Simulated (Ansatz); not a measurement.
Al2O3:

```
CELL_PARAMETERS angstrom
4.61378 0.00000 0.00000
0.00000 9.56328 0.00000
0.00000 0.00000 3.11986
ATOMIC_POSITIONS crystal
Al 0.98298 0.82457 0.00000
Al 0.01702 0.17543 0.00000
Al 0.48297 0.67543 0.50000
Al 0.51702 0.32457 0.50000
O 0.50000 0.50000 0.50000
O 0.12363 0.75305 0.50000
O 0.37637 0.25305 0.00000
O 0.62364 0.74695 0.00000
O 0.00000 0.00000 0.00000
O 0.87636 0.24695 0.50000
```

Measurements of this composition are mostly on another form, of space group No. 167.

Base run:

| Quantity | Value |
| --- | --- |
| Program | Ansatz 0.2.0 |
| Functional | revPBE |
| Potentials or basis | Ansatz PAW |
| Cutoff | 420 eV (not typed: the program's choice for these potentials) |
| k mesh | 6 × 3 × 9 |
| Occupations | fermi-dirac, width 0.05 eV |
| Spin | no spin polarisation |

Its results: band gap on the k mesh 3.67 eV, direct; pressure 2.3 GPa; largest force 0.211 eV/Å.

Q: After a change of settings the same cell gave: band gap on the k mesh 3.36 eV, direct; pressure -6.5 GPa; largest force 0.203 eV/Å. Which change was it?
A. functional from revPBE to PBE; cutoff from 420 eV (not typed: the program's choice for these potentials) to 250 eV
B. functional from revPBE to LDA
C. functional from revPBE to PBE
D. functional from revPBE to RPBE

A: B.

LDA binds more tightly than revPBE, so the same cell stands under less pressure.

Caveats: the PAW data sets come from PBE, with cores solved anew for the run's functional, which leaves a small shift of forces and pressure.
